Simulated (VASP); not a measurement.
Here is a VASP 6.6.1 calculation.

INCAR

```
PREC = Accurate
ENCUT = 600
EDIFF = 1E-7
ISMEAR = 1
SIGMA = 0.1
LREAL = False
LASPH = True
NELM = 80
ALGO = Normal
ISIF = 3
LWAVE = False
LCHARG = False
GGA = MK
LUSE_VDW = True
AGGAC = 0.0
PARAM1 = 0.1234
PARAM2 = 0.711357
ZAB_VDW = -1.8867
IBRION = 2
NSW = 90
EDIFFG = -0.005
```

The input KPOINTS:

```
Automatic mesh
0
Gamma
  12 12 7
```

File POSCAR:

```
TiS2                                    
1.0
    3.3851949667     -0.0000000000      0.0000000000
   -1.6925974834      2.9316648379     -0.0000000000
    0.0000000000     -0.0000000000      5.6616431166
  Ti              S             
     1     2
Direct
     0.0000000000000000    0.0000000000000000    1.0000000000000000
     0.3333333332999970    0.6666666667000030    0.2519721659839160
     0.6666666667000030    0.3333333332999970    0.7480278340160843
```

Potentials or basis: VASP PAW PBE potentials, release 64 (Ti_sv, S).

Launch:

```bash
$ cat potpaw_PBE.64/Ti_sv/POTCAR potpaw_PBE.64/S/POTCAR > POTCAR
$ mpirun -np 1 vasp_std > vasp.out
```

Question: Predict the relaxed volume.

Answer: 18.74 Å³/atom.

Question: Predict the relaxed cell.

Answer: a = 3.386 Å, b = 3.386 Å, c = 5.663 Å, α = 90.00°, β = 90.00°, γ = 120.00°.

Question: What does it give for the space group after relaxing (to 0.05 Å)?

Answer: P-3m1 (No. 164).

Final structure:
```
CELL_PARAMETERS angstrom
3.38590 0.00000 0.00000
-1.69295 2.93227 0.00000
0.00000 0.00000 5.66255
ATOMIC_POSITIONS crystal
Ti 0.00000 0.00000 0.00000
S 0.33333 0.66667 0.25200
S 0.66667 0.33333 0.74800
```

Caveat: the PAW data sets were made with another functional, which shifts forces and pressure a little.
